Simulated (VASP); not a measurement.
**AgCl (strained database structure): one PBE single-point calculation in two programs**

```yaml
crystal:
  lattice:
    - [1.77278, -5.28649, 0.00000]
    - [1.77278, 5.28649, 0.00000]
    - [0.00000, 0.00000, 4.22883]
  atoms:
    - { symbol: Ag, position: [0.39807, 0.60193, 0.75000] }
    - { symbol: Ag, position: [0.60193, 0.39807, 0.25000] }
    - { symbol: Cl, position: [0.86653, 0.13347, 0.25000] }
    - { symbol: Cl, position: [0.13347, 0.86653, 0.75000] }
```

The two codes use different PAW datasets and cutoffs. VASP's cell holds 36 valence electrons and Ansatz's 52. Ansatz's stress includes a Pulay correction; VASP's doesn't.

Cutoffs: 520 eV in VASP, 420 eV in Ansatz. k meshes: 8×8×6 and 8×8×6.

```tsv
	VASP	Ansatz
gap between bands v and c	0.55 eV	0.55 eV
least direct gap	1.67 eV	1.67 eV
pressure	2.4 GPa	2.6 GPa
largest force	0.03 eV/Å	0.03 eV/Å
```

Band v is the last that the valence electrons fill when counted band by band, and c is the next. Levels in eV from the top of v, Ansatz:

```
point    v−1      v     c   c+1
    Γ  -1.54  -1.12  0.55  2.88
    Y  -1.37  -1.29  2.60  4.03
  C_0  -0.06  -0.06  3.25  5.33
  Σ_0  -0.06  -0.06  3.25  5.33
    Z  -0.20  -0.20  4.41  4.41
  A_0  -1.09  -1.09  3.36  3.36
  E_0  -1.09  -1.09  3.36  3.36
    T  -0.31  -0.31  4.02  4.02
```

VASP:

```tsv
point	v−1	v	c	c+1
Γ	-1.54	-1.12	0.55	2.89
Y	-1.37	-1.29	2.60	4.03
C_0	-0.06	-0.06	3.25	5.35
Σ_0	-0.06	-0.06	3.25	5.35
Z	-0.20	-0.20	4.41	4.41
A_0	-1.09	-1.09	3.37	3.37
E_0	-1.09	-1.09	3.37	3.37
T	-0.31	-0.31	4.03	4.03
```

Forces (eV/Å), VASP:

```tsv
atom	Fx	Fy	Fz
Ag	0.000	0.008	0.000
Ag	0.000	-0.008	0.000
Cl	0.000	0.026	0.000
Cl	0.000	-0.026	0.000
```

Ansatz:

```csv
atom,Fx,Fy,Fz
Ag,0.000,0.008,0.000
Ag,0.000,-0.008,0.000
Cl,0.000,0.029,0.000
Cl,0.000,-0.029,0.000
```
